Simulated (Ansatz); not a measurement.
**Ti: response to a stretch of c alone**

How does Ti answer a stretch of c alone between -3 and +3 %? At each strain the rest of the cell is held and the atoms relax, within the symmetry that is left.

Method: DFT r2SCAN, scalar-relativistic, plane waves, PAW, in Ansatz 0.2.0.

2 further runs of the same task are left out: 2 set aside as unsound or not needed.

## 1. The starting structure

Symmetry: P6_3/mmc, No. 194, hexagonal system. The conventional cell has a = 2.936 Å, b = 2.936 Å, c = 4.636 Å, α = 90.00°, β = 90.00°, γ = 120.00°. Ti (site symmetry -6m2) has 12 Ti at 2.87 to 2.94 Å as nearest neighbours.

Structure file:

```cif
data_structure
_symmetry_space_group_name_H-M 'P6_3/mmc'
_symmetry_Int_Tables_number 194
_cell_length_a 2.9358
_cell_length_b 2.9358
_cell_length_c 4.6362
_cell_angle_alpha 90.000
_cell_angle_beta 90.000
_cell_angle_gamma 120.000
_cell_volume 34.61
loop_
_atom_site_label
_atom_site_type_symbol
_atom_site_symmetry_multiplicity
_atom_site_Wyckoff_symbol
_atom_site_fract_x
_atom_site_fract_y
_atom_site_fract_z
_atom_site_occupancy
Ti1 Ti 2 c 0.33333 0.66667 0.25000 1
```

This cell was relaxed beforehand with the same method: volume 17.30 Å³/atom, gap on the mesh none (metal).

## 2. The unstrained reference

Contents of input.yaml:

```yaml
crystal:
  lattice:
    - [2.9357969427, 0.0, 0.0]
    - [-1.4678984714, 2.5424747328, 0.0]
    - [0.0, 0.0, 4.6361929056]
  atoms:
    - { symbol: Ti, position: [0.3333333333, 0.6666666667, 0.25] }
    - { symbol: Ti, position: [0.6666666667, 0.3333333333, 0.75] }
basis:
  ecutwfc: 500
kpoints:
  mp_grid: { grid: [24, 24, 12] }
hamiltonian:
  xc: r2scan
scf:
  occupations: { method: gaussian, width: 0.1 }
output:
  forces: true
  stress: true
  eigenvalues: true
```

The run is started by

```console
ansatz run input.yaml --threads 1 --pin off --max-ram 2560MiB --backend cpu --events-out ev --progress --plain --runs-dir out
```

Standard output, shortened:

```text
Warning: RAYON_NUM_THREADS=1 ignored (pool sized by the plan → 1); use --threads N
[...]
Pseudopotentials: kind: paw
Pseudopotential: Ti, paw, valence charge 12, recommended cutoff 500 eV (meta_gga), Ti.paw.azcp
Functional definition: r2SCAN
[...]
Crystal: 2 atoms, lattice volume = 34.605 Å³
Basis set: ecut = 500 eV, 881 PW (Γ), exchange–correlation on 96×96×144 points (64 copies of the dense FFT grid, shifted against one another)
Bands: 16, of which v1, the nominal top of the filled ones, is band 12 counted from 1 (11 counted from 0)
Symmetry: 24 space group operations
Space group: P63/mmc (ITA 194), of the structure as read, at distance tolerance 3.3e-5 Å
k-points: 427 of 6912
[...]
SCF iter   1: F=—  HF=-5008.699488 eV  |F-HF|=—  |Δ(HF+E_count)|=         —  Δρ=1.67e-2  dr2=8.60e-2  dr2_τ=1.58e-2  ethr=1.77e-3  ⟨swp⟩=3.4  Hψ=28540  notcnv=0
[...]
SCF iter   6: F=-5008.744178 eV  HF=-5008.744178 eV  |F-HF|=1.22e-10  |Δ(HF+E_count)|=   3.35e-8  Δρ=4.50e-6  dr2=3.80e-9  dr2_τ=3.03e-10  ethr=3.91e-10  ⟨swp⟩=2.3  Hψ=25609  notcnv=0
the search or the solves at the SCF's close seem to have found levels that the self-consistency loop had missed (the run counts 1). By its estimate they hold under 1e-12 electrons; where the run keeps them, the occupations were computed again with them
[...]
SCF converged after 6 iterations
Free energy (F): -5008.744178 eV
[...]
E sigma→0 (E₀):  -5008.740088 eV
Entropy (-TS):   -0.008180 eV (-4.090 meV/atom)
Fermi energy:    13.482669 eV
[...]
--- Forces (eV/Å), atoms counted from 1 ---
  atom   1  Ti    -0.00000000     0.00000000    -0.00000000
  atom   2  Ti     0.00000000    -0.00000000     0.00000000
[...]
--- Stress (GPa, compression-positive) ---
       -0.010911      -0.000000       0.000000
       -0.000000      -0.010911       0.000000
        0.000000       0.000000       0.044134
  P = ⅓ Tr σ = 0.0074 GPa (0.074 kbar)
--- Band table (eV; the first three rows and the last of 427) ---
  k-point 0: bands = ["-45.7793", "-45.6326", "-21.3335", "-20.6618", "-20.6618", "-20.5852", "-20.5567", "-20.5567", "6.8222", "10.6030", "14.0809", "14.3341", "14.3341", "14.4639", "14.8720", "14.8720"]
[...]
```

Wall time 49 s (1 thread of Intel Xeon at 2.50GHz (Skylake/Cascade Lake), shared host); peak memory 0.62 GiB.

The crystal is set up in a cell of 2 atoms whose axes suit the strains; its energy is the zero of the series.

## 3. At -1.0 %

input.yaml, as its differences from that of step 2:

```diff
@@ -4,3 +4,3 @@
     - [-1.4678984714, 2.5424747328, 0.0]
-    - [0.0, 0.0, 4.6361929056]
+    - [0.0, 0.0, 4.5898309766]
   atoms:
```

The run is started by

```console
ansatz run input.yaml --threads 1 --pin off --max-ram 2560MiB --backend cpu --events-out ev --progress --plain --runs-dir out
```

Standard output, shortened:

```text
Warning: RAYON_NUM_THREADS=1 ignored (pool sized by the plan → 1); use --threads N
[...]
[... 3 set-up lines as earlier in the session ...]
[...]
Crystal: 2 atoms, lattice volume = 34.259 Å³
Basis set: ecut = 500 eV, 881 PW (Γ), exchange–correlation on 96×96×144 points (64 copies of the dense FFT grid, shifted against one another)
Bands: 16, of which v1, the nominal top of the filled ones, is band 12 counted from 1 (11 counted from 0)
[... 1 set-up line as earlier in the session ...]
Space group: P63/mmc (ITA 194), of the structure as read, at distance tolerance 3.2e-5 Å
k-points: 427 of 6912
[...]
SCF iter   1: F=—  HF=-5008.694321 eV  |F-HF|=—  |Δ(HF+E_count)|=         —  Δρ=1.68e-2  dr2=8.54e-2  dr2_τ=1.62e-2  ethr=1.77e-3  ⟨swp⟩=3.4  Hψ=28464  notcnv=0
[...]
SCF iter   6: F=-5008.741958 eV  HF=-5008.741958 eV  |F-HF|=1.26e-9  |Δ(HF+E_count)|=   5.29e-8  Δρ=5.03e-6  dr2=4.31e-9  dr2_τ=3.78e-10  ethr=4.17e-10  ⟨swp⟩=5.2  Hψ=27772  notcnv=0
[...]
SCF converged after 6 iterations
Free energy (F): -5008.741958 eV
[...]
E sigma→0 (E₀):  -5008.737950 eV
Entropy (-TS):   -0.008016 eV (-4.008 meV/atom)
Fermi energy:    13.648288 eV
[...]
--- Forces (eV/Å), atoms counted from 1 ---
  atom   1  Ti    -0.00000000    -0.00000000    -0.00000000
  atom   2  Ti     0.00000000     0.00000000     0.00000000
[...]
--- Stress (GPa, compression-positive) ---
        0.779553      -0.000000       0.000000
       -0.000000       0.779553       0.000000
        0.000000       0.000000       2.026975
  P = ⅓ Tr σ = 1.1954 GPa (11.954 kbar)
--- Band table (eV; the first three rows and the last of 427) ---
  k-point 0: bands = ["-45.6024", "-45.4440", "-21.1782", "-20.4840", "-20.4840", "-20.3907", "-20.3699", "-20.3699", "6.9619", "10.7405", "14.3751", "14.4869", "14.4869", "14.6998", "15.0522", "15.0522"]
[...]
```

Wall time 43 s (1 thread of Intel Xeon at 2.50GHz (Skylake/Cascade Lake), shared host); peak memory 0.62 GiB.

The cell is held at each strain. Atoms start from the nearest strain of the same sign that is done. Symmetry fixes all atoms here, so a single point is enough.

## 4. Strain +1.0 %

input.yaml, as its differences from that of step 3:

```diff
@@ -4,3 +4,3 @@
     - [-1.4678984714, 2.5424747328, 0.0]
-    - [0.0, 0.0, 4.5898309766]
+    - [0.0, 0.0, 4.6825548347]
   atoms:
```

The run is started by

```console
ansatz run input.yaml --threads 1 --pin off --max-ram 2560MiB --backend cpu --events-out ev --progress --plain --runs-dir out
```

Standard output, shortened:

```text
Warning: RAYON_NUM_THREADS=1 ignored (pool sized by the plan → 1); use --threads N
[...]
[... 3 set-up lines as earlier in the session ...]
[...]
Crystal: 2 atoms, lattice volume = 34.951 Å³
Basis set: ecut = 500 eV, 905 PW (Γ), exchange–correlation on 96×96×144 points (64 copies of the dense FFT grid, shifted against one another)
Bands: 16, of which v1, the nominal top of the filled ones, is band 12 counted from 1 (11 counted from 0)
[... 2 set-up lines as earlier in the session ...]
k-points: 427 of 6912
[...]
SCF iter   1: F=—  HF=-5008.700258 eV  |F-HF|=—  |Δ(HF+E_count)|=         —  Δρ=1.67e-2  dr2=8.67e-2  dr2_τ=1.53e-2  ethr=1.77e-3  ⟨swp⟩=3.4  Hψ=28615  notcnv=0
[...]
SCF iter   6: F=-5008.742187 eV  HF=-5008.742187 eV  |F-HF|=8.10e-10  |Δ(HF+E_count)|=   2.72e-8  Δρ=4.26e-6  dr2=3.66e-9  dr2_τ=2.75e-10  ethr=3.50e-10  ⟨swp⟩=2.2  Hψ=25544  notcnv=0
[...]
SCF converged after 6 iterations
Free energy (F): -5008.742187 eV
[...]
E sigma→0 (E₀):  -5008.738102 eV
Entropy (-TS):   -0.008170 eV (-4.085 meV/atom)
Fermi energy:    13.320990 eV
[...]
--- Forces (eV/Å), atoms counted from 1 ---
  atom   1  Ti    -0.00000000    -0.00000000     0.00000000
  atom   2  Ti     0.00000000     0.00000000     0.00000000
[...]
--- Stress (GPa, compression-positive) ---
       -0.752728       0.000000       0.000000
        0.000000      -0.752728       0.000000
        0.000000       0.000000      -1.884993
  P = ⅓ Tr σ = -1.1301 GPa (-11.301 kbar)
--- Band table (eV; the first three rows and the last of 427) ---
  k-point 0: bands = ["-45.9532", "-45.8173", "-21.4869", "-20.8366", "-20.8366", "-20.7762", "-20.7396", "-20.7396", "6.6861", "10.4657", "13.7961", "14.1834", "14.1834", "14.2330", "14.6950", "14.6950"]
[...]
```

Run time: 37 s. Hardware: 1 thread of Intel Xeon at 2.50GHz (Skylake/Cascade Lake), shared host; peak memory 0.62 GiB.

## 5. Strain -2.0 %

input.yaml, as its differences from that of step 4:

```diff
@@ -4,3 +4,3 @@
     - [-1.4678984714, 2.5424747328, 0.0]
-    - [0.0, 0.0, 4.6825548347]
+    - [0.0, 0.0, 4.5434690475]
   atoms:
```

The run is started by

```console
ansatz run input.yaml --threads 1 --pin off --max-ram 2560MiB --backend cpu --events-out ev --progress --plain --runs-dir out
```

Standard output, shortened:

```text
Warning: RAYON_NUM_THREADS=1 ignored (pool sized by the plan → 1); use --threads N
[...]
[... 3 set-up lines as earlier in the session ...]
[...]
Crystal: 2 atoms, lattice volume = 33.913 Å³
Basis set: ecut = 500 eV, 881 PW (Γ), exchange–correlation on 96×96×144 points (64 copies of the dense FFT grid, shifted against one another)
Bands: 16, of which v1, the nominal top of the filled ones, is band 12 counted from 1 (11 counted from 0)
[... 2 set-up lines as earlier in the session ...]
k-points: 427 of 6912
[...]
SCF iter   1: F=—  HF=-5008.684704 eV  |F-HF|=—  |Δ(HF+E_count)|=         —  Δρ=1.69e-2  dr2=8.53e-2  dr2_τ=1.68e-2  ethr=1.77e-3  ⟨swp⟩=3.5  Hψ=28452  notcnv=0
[...]
SCF iter   6: F=-5008.735307 eV  HF=-5008.735307 eV  |F-HF|=2.46e-9  |Δ(HF+E_count)|=   7.49e-8  Δρ=5.42e-6  dr2=4.71e-9  dr2_τ=4.25e-10  ethr=4.17e-10  ⟨swp⟩=5.1  Hψ=27761  notcnv=0
[...]
SCF converged after 6 iterations
Free energy (F): -5008.735307 eV
[...]
E sigma→0 (E₀):  -5008.731408 eV
Entropy (-TS):   -0.007798 eV (-3.899 meV/atom)
Fermi energy:    13.815832 eV
[...]
--- Forces (eV/Å), atoms counted from 1 ---
  atom   1  Ti     0.00000000     0.00000000     0.00000000
  atom   2  Ti     0.00000000    -0.00000000     0.00000000
[...]
--- Stress (GPa, compression-positive) ---
        1.602748      -0.000000       0.000000
        0.000000       1.602748       0.000000
        0.000000       0.000000       4.156291
  P = ⅓ Tr σ = 2.4539 GPa (24.539 kbar)
--- Band table (eV; the first three rows and the last of 427) ---
  k-point 0: bands = ["-45.4236", "-45.2527", "-21.0214", "-20.3042", "-20.3042", "-20.1933", "-20.1806", "-20.1806", "7.1051", "10.8779", "14.6408", "14.6408", "14.6787", "14.9403", "15.2348", "15.2348"]
[...]
```

Run time: 38 s. Hardware: 1 thread of Intel Xeon at 2.50GHz (Skylake/Cascade Lake), shared host; peak memory 0.62 GiB.

## 6. At +2.0 %

input.yaml, as its differences from that of step 5:

```diff
@@ -4,3 +4,3 @@
     - [-1.4678984714, 2.5424747328, 0.0]
-    - [0.0, 0.0, 4.5434690475]
+    - [0.0, 0.0, 4.7289167638]
   atoms:
```

The run is started by

```console
ansatz run input.yaml --threads 1 --pin off --max-ram 2560MiB --backend cpu --events-out ev --progress --plain --runs-dir out
```

Standard output, shortened:

```text
Warning: RAYON_NUM_THREADS=1 ignored (pool sized by the plan → 1); use --threads N
[...]
[... 3 set-up lines as earlier in the session ...]
[...]
Crystal: 2 atoms, lattice volume = 35.298 Å³
Basis set: ecut = 500 eV, 905 PW (Γ), exchange–correlation on 96×96×144 points (64 copies of the dense FFT grid, shifted against one another)
Bands: 16, of which v1, the nominal top of the filled ones, is band 12 counted from 1 (11 counted from 0)
[... 2 set-up lines as earlier in the session ...]
k-points: 427 of 6912
[...]
SCF iter   1: F=—  HF=-5008.696856 eV  |F-HF|=—  |Δ(HF+E_count)|=         —  Δρ=1.67e-2  dr2=8.79e-2  dr2_τ=1.50e-2  ethr=1.77e-3  ⟨swp⟩=3.4  Hψ=28597  notcnv=0
[...]
SCF iter   6: F=-5008.736069 eV  HF=-5008.736069 eV  |F-HF|=1.31e-9  |Δ(HF+E_count)|=   1.93e-8  Δρ=3.71e-6  dr2=3.09e-9  dr2_τ=1.97e-10  ethr=2.94e-10  ⟨swp⟩=2.2  Hψ=25497  notcnv=0
[...]
SCF converged after 6 iterations
Free energy (F): -5008.736069 eV
[...]
E sigma→0 (E₀):  -5008.731918 eV
Entropy (-TS):   -0.008302 eV (-4.151 meV/atom)
Fermi energy:    13.163404 eV
[...]
--- Forces (eV/Å), atoms counted from 1 ---
  atom   1  Ti    -0.00000000     0.00000000     0.00000000
  atom   2  Ti     0.00000000     0.00000000     0.00000000
[...]
--- Stress (GPa, compression-positive) ---
       -1.444904      -0.000000       0.000000
       -0.000000      -1.444904       0.000000
        0.000000       0.000000      -3.765481
  P = ⅓ Tr σ = -2.2184 GPa (-22.184 kbar)
--- Band table (eV; the first three rows and the last of 427) ---
  k-point 0: bands = ["-46.1240", "-45.9982", "-21.6381", "-21.0081", "-21.0081", "-20.9634", "-20.9187", "-20.9187", "6.5534", "10.3287", "13.5204", "14.0073", "14.0348", "14.0348", "14.5214", "14.5214"]
[...]
```

It took 39 s on 1 thread of Intel Xeon at 2.50GHz (Skylake/Cascade Lake), shared host; peak memory 0.62 GiB.

## 7. At -3.0 %

input.yaml, as its differences from that of step 6:

```diff
@@ -4,3 +4,3 @@
     - [-1.4678984714, 2.5424747328, 0.0]
-    - [0.0, 0.0, 4.7289167638]
+    - [0.0, 0.0, 4.4971071185]
   atoms:
```

The run is started by

```console
ansatz run input.yaml --threads 1 --pin off --max-ram 2560MiB --backend cpu --events-out ev --progress --plain --runs-dir out
```

Standard output, shortened:

```text
Warning: RAYON_NUM_THREADS=1 ignored (pool sized by the plan → 1); use --threads N
[...]
[... 3 set-up lines as earlier in the session ...]
[...]
Crystal: 2 atoms, lattice volume = 33.567 Å³
Basis set: ecut = 500 eV, 881 PW (Γ), exchange–correlation on 96×96×144 points (64 copies of the dense FFT grid, shifted against one another)
Bands: 16, of which v1, the nominal top of the filled ones, is band 12 counted from 1 (11 counted from 0)
[... 2 set-up lines as earlier in the session ...]
k-points: 427 of 6912
[...]
SCF iter   1: F=—  HF=-5008.670282 eV  |F-HF|=—  |Δ(HF+E_count)|=         —  Δρ=1.71e-2  dr2=8.57e-2  dr2_τ=1.74e-2  ethr=1.77e-3  ⟨swp⟩=3.4  Hψ=28455  notcnv=0
[...]
SCF iter   6: F=-5008.723933 eV  HF=-5008.723933 eV  |F-HF|=3.30e-9  |Δ(HF+E_count)|=   8.62e-8  Δρ=5.62e-6  dr2=4.83e-9  dr2_τ=4.47e-10  ethr=4.17e-10  ⟨swp⟩=5.1  Hψ=27781  notcnv=0
[...]
SCF converged after 6 iterations
Free energy (F): -5008.723933 eV
[...]
E sigma→0 (E₀):  -5008.720031 eV
Entropy (-TS):   -0.007803 eV (-3.902 meV/atom)
Fermi energy:    13.986661 eV
[...]
--- Forces (eV/Å), atoms counted from 1 ---
  atom   1  Ti     0.00000000    -0.00000000    -0.00000000
  atom   2  Ti    -0.00000000     0.00000000     0.00000000
[...]
--- Stress (GPa, compression-positive) ---
        2.475974      -0.000000       0.000000
       -0.000000       2.475974       0.000000
        0.000000       0.000000       6.380586
  P = ⅓ Tr σ = 3.7775 GPa (37.775 kbar)
--- Band table (eV; the first three rows and the last of 427) ---
  k-point 0: bands = ["-45.2421", "-45.0579", "-20.8628", "-20.1217", "-20.1217", "-19.9923", "-19.9877", "-19.9877", "7.2521", "11.0154", "14.7964", "14.7964", "14.9923", "15.1858", "15.4203", "15.4203"]
[...]
```

It took 43 s on 1 thread of Intel Xeon at 2.50GHz (Skylake/Cascade Lake), shared host; peak memory 0.61 GiB.

## 8. Strain +3.0 %

input.yaml, as its differences from that of step 7:

```diff
@@ -4,3 +4,3 @@
     - [-1.4678984714, 2.5424747328, 0.0]
-    - [0.0, 0.0, 4.4971071185]
+    - [0.0, 0.0, 4.7752786928]
   atoms:
@@ -20 +20,5 @@
   eigenvalues: true
+  write_density: true
+  write_potential: true
+  elf: true
+  volumetric_format: npy
```

The run is started by

```console
ansatz run input.yaml --threads 1 --pin off --max-ram 2560MiB --backend cpu --events-out ev --progress --plain --runs-dir out
```

Standard output, shortened:

```text
Warning: RAYON_NUM_THREADS=1 ignored (pool sized by the plan → 1); use --threads N
[...]
[... 3 set-up lines as earlier in the session ...]
[...]
Crystal: 2 atoms, lattice volume = 35.644 Å³
Basis set: ecut = 500 eV, 917 PW (Γ), exchange–correlation on 96×96×144 points (64 copies of the dense FFT grid, shifted against one another)
Bands: 16, of which v1, the nominal top of the filled ones, is band 12 counted from 1 (11 counted from 0)
[... 2 set-up lines as earlier in the session ...]
k-points: 427 of 6912
[...]
SCF iter   1: F=—  HF=-5008.689354 eV  |F-HF|=—  |Δ(HF+E_count)|=         —  Δρ=1.67e-2  dr2=8.94e-2  dr2_τ=1.46e-2  ethr=1.77e-3  ⟨swp⟩=3.4  Hψ=28577  notcnv=0
[...]
the search or the solves at the SCF's close seem to have found levels that the self-consistency loop had missed (the run counts 2). By its estimate they hold under 1e-12 electrons; where the run keeps them, the occupations were computed again with them
[...]
SCF converged after 6 iterations
Free energy (F): -5008.725996 eV
[...]
E sigma→0 (E₀):  -5008.721771 eV
Entropy (-TS):   -0.008450 eV (-4.225 meV/atom)
Fermi energy:    13.008714 eV
[...]
--- Forces (eV/Å), atoms counted from 1 ---
  atom   1  Ti    -0.00000000    -0.00000000    -0.00000000
  atom   2  Ti     0.00000000    -0.00000000     0.00000000
[...]
--- Stress (GPa, compression-positive) ---
       -2.102421      -0.000000       0.000000
       -0.000000      -2.102421       0.000000
        0.000000       0.000000      -5.550935
  P = ⅓ Tr σ = -3.2519 GPa (-32.519 kbar)
--- Band table (eV; the first three rows and the last of 427) ---
  k-point 0: bands = ["-46.2922", "-46.1757", "-21.7875", "-21.1769", "-21.1769", "-21.1473", "-21.0945", "-21.0945", "6.4240", "10.1919", "13.2532", "13.7863", "13.8879", "13.8879", "14.3506", "14.3506"]
[...]
```

Run time: 57 s. Hardware: 1 thread of Intel Xeon at 2.50GHz (Skylake/Cascade Lake), shared host; peak memory 0.62 GiB.

Density in a lattice plane of the grid's cell (edges 2.94 and 4.78 Å, at 0.333 of the third edge), which holds Ti.

Ten even steps from '0' (0.18 e/Å³) to '9' (10.01 e/Å³):
```
00000000000000
00000000111100
00000002455310
00000014788630
00000025899741
00000014788630
00000002455310
00000000111100
00000000000000
00000000000000
00000000000000
00000000000000
00000000000000
00000000000000
00000000000000
00000000000000
00000000000000
00000000000000
00000000000000
00000000000000
```
Columns run along the first of these edges and rows up along the second, over one cell in 14 and 20 even steps from the bottom left corner. Atoms in the plane (fractional): Ti at (0.67, 0.75).

ELF in the same plane.

Ten even steps from ' ' (0.03) to '@' (0.74):
```
--++****==::....::::::......
..==**++--....--**####++::..
..::====::..--##%%##%%%%**::
....----..::**%%++::--**%%++
....--::..--####--    ++%%**
....----..::**%%++::--**%%++
..::====::..--##%%##%%%%**::
..==**++--....--**####++::..
--++****==::....::::::......
==++++++++==--::::::::::----
--::::::::--==++********++==
..........::==**%%@@@@%%++--
............--**%%@@@@%%==::
..::----::..::++%%@@@@##==..
..--====::..::++%%@@@@##--..
..::----::..::++%%@@@@##==..
............--**%%@@@@%%==::
..........::==**%%@@@@%%++--
--::::::::--==++********++==
==++++++++==--::::::::::----
```
Columns run along the first of these edges and rows up along the second, over one cell in 14 and 20 even steps from the bottom left corner. Atoms in the plane (fractional): Ti at (0.67, 0.75).

Both are smooth fields of the valence electrons: close to the nuclei they are not physical.

Maxima of ELF outside the ion cores: 0.79 between the atoms, 2.1 Å from Ti.

## 9. All strains together

Lengths are those of the vectors of the cell that was run; stresses in GPa:

```
strain (%)  ΔE (meV/atom)  a (Å)  b (Å)  c (Å)    σxx    σyy    σzz
      -3.0           10.0  2.936  2.936  4.497   2.48   2.48   6.38
      -2.0            4.3  2.936  2.936  4.543   1.60   1.60   4.16
      -1.0            1.1  2.936  2.936  4.590   0.78   0.78   2.03
      +0.0            0.0  2.936  2.936  4.636  -0.01  -0.01   0.04
      +1.0            1.0  2.936  2.936  4.683  -0.75  -0.75  -1.88
      +2.0            4.1  2.936  2.936  4.729  -1.44  -1.44  -3.77
      +3.0            9.2  2.936  2.936  4.775  -2.10  -2.10  -5.55
```

ΔE is over the unstrained cell. Stress in GPa, positive in compression, on the Cartesian axes of the input. 

## 10. Outcome

```
                               quantity                    value
                    largest energy cost  10.0 meV/atom at -3.0 %
(1/V) d²E/dε² at zero strain, cubic fit                  198 GPa
```

**Reading.** From the curvature follows the elastic constant along c at held a and b: 198 GPa. Compression by 3 % costs 10.0 meV/atom and stretching 9.2.
